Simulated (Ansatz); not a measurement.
## BaTiO3 in Ansatz: the effect of target pressure

Crystal: BaTiO3.

```
Ba Ti O
1.0
     3.70452   -0.01641    0.18507
    -0.01641    4.18451    0.02529
     0.18591    0.02540    3.89174
Ba Ti O
1 1 3
Direct
  0.00791 0.88261 0.95959
  0.50575 0.42212 0.59783
  0.45838 0.78893 0.98165
  0.55780 0.89570 0.46569
  0.97016 0.51063 0.49524
```

The cell isn't the ideal one: all atoms moved at random, sigma 0.4 Å a component, cell strained at random, sigma 0.06.

Alike in all runs:

* Program: Ansatz 0.2.0
* Task: relaxation of cell and atoms
* Functional: PBEsol
* Potentials or basis: Ansatz PAW
* Cutoff: 420 eV (not typed: the program's choice for these potentials)
* k mesh: 7 × 7 × 7
* Occupations: fermi-dirac, width 0.05 eV
* Spin: no spin polarisation

Each run relaxes the cell or the atoms first.

| target pressure | relaxed volume (Å³/atom) | gap on the mesh (eV) |
| --- | --- | --- |
| 0 GPa | ? | ? |
| 2 GPa | 12.50 | 2.27 |
| 5 GPa | 12.25 | 2.15 |
| 10 GPa | 11.91 | 1.93 |
| 20 GPa | 11.43 | 1.95 |
| 30 GPa | 11.03 | 1.95 |

Q: What does the run with target pressure 0 GPa give?

A: Relaxed volume 12.69 Å³/atom; gap on the mesh 2.37 eV.

Worked out: In Murnaghan's law V^(-B') rises as a straight line in P. The other rows fit best with B' = 6.4, V0 = 12.67 Å³/atom and B0 = 135 GPa, which gives 12.67 Å³/atom at 0 GPa, against the run's 12.69. The gap on the mesh follows no smooth curve through the other rows.

Caveats: odd divisions of the mesh miss points on the zone boundary, where band edges often lie, so the gap on the mesh can be too wide; the plane-wave basis is chosen anew once the cell has moved, so the energies of steps on either side of that aren't comparable; spin-orbit coupling is left out, which moves the levels of the heavy elements; the PAW data sets come from PBE, with cores solved anew for the run's functional, which leaves a small shift of forces and pressure.

A k mesh can miss the band edges.
